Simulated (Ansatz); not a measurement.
The system is MgS (Niningerite).

```
CELL_PARAMETERS angstrom
0.00000 2.60165 2.60165
2.60165 0.00000 2.60165
2.60165 2.60165 0.00000
ATOMIC_POSITIONS crystal
S 0.50000 0.50000 0.50000
Mg 0.00000 0.00000 0.00000
```

Base run:

```yaml
Program: Ansatz 0.2.0
Functional: PBE0
Potentials_or_basis: all-electron PAW datasets made for the crystal
Cutoff: 220 eV
Density_cutoff: 880 eV
k_mesh: 6 × 6 × 6
Occupations: fermi-dirac, width 0.05 eV
Spin: no spin polarisation
```

Its results: band gap on the k mesh 4.52 eV, indirect (least direct gap 5.52 eV).

The run is repeated on the same cell with these changes: functional from PBE0 to PBE; cutoff from 220 eV to 200 eV; density cutoff from 880 eV to 800 eV. What comes out?

Band gap on the k mesh 2.78 eV, indirect (least direct gap 3.72 eV).

PBE0 gives the wider gap, since exact exchange removes part of the self-interaction.

A k mesh can miss the band edges.

Not every run made on this cell is shown here.
